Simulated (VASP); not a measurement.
Set up this calculation in VASP 6.6.1, as the native input.

```
Task                   : relaxation of cell and atoms
Functional             : LDA
Potentials or basis    : VASP PAW LDA potentials, release 64 (Al, Cu)
Cutoff                 : 600 eV
k mesh                 : 10 × 10 × 10
Occupations            : methfessel-paxton, width 0.1 eV
Spin                   : no spin polarisation
Further INCAR settings : ALGO = Normal; EDIFF = 1e-07; IBRION = 2; EDIFFG = -0.005; NSW = 90; ISIF = 3
```

The structure of Al2Cu (Khatyrkite) lies in POSCAR:

```
Al2Cu                                   
1.0
   -2.9674083249      2.9674083249      2.3975719390
    2.9674083249     -2.9674083249      2.3975719390
    2.9674083249      2.9674083249     -2.3975719390
  Al              Cu            
     4     2
Direct
     0.6597259671865799    0.1597259671865799    0.8194519343731670
     0.1597259671865799    0.3402740328134201    0.5000000000000000
     0.3402740328134201    0.8402740328134201    0.1805480656268331
     0.8402740328134201    0.6597259671865799    0.5000000000000000
     0.2500000000000000    0.2500000000000000    0.0000000000000000
     0.7500000000000000    0.7500000000000000    0.0000000000000000
```

These files were run (other wordings do the same):

INCAR

```
SYSTEM = Al2Cu
ALGO = Normal
EDIFF = 1E-7
EDIFFG = -0.005
ENCUT = 600
GGA = CA
IBRION = 2
ISIF = 3
ISMEAR = 1
KPAR = 2
LASPH = .TRUE.
LCHARG = .FALSE.
LREAL = .FALSE.
LWAVE = .FALSE.
NELM = 80
NSW = 90
PREC = Accurate
SIGMA = 0.1
```

KPOINTS

```
k-points
0
G
  10 10 10
  0 0 0
```

Potentials or basis: VASP PAW LDA potentials, release 64 (Al, Cu).

Run with:

```bash
$ cat potpaw_LDA.64/Al/POTCAR potpaw_LDA.64/Cu/POTCAR > POTCAR
$ mpirun -np 2 vasp_std > vasp.out
```

It gave:

```json
{
 "Pressure after relaxing": "0.0 GPa",
 "Band gap on the k mesh": "none (metal or under the smearing width)"
}
```

Caveat: the relaxation stopped at its first step, so nothing moved.

Run time: 99 s on 2 MPI ranks on Intel(R) Xeon(R) 6975P-C (Granite Rapids), on a shared host, peak memory 0.32 GiB a rank.
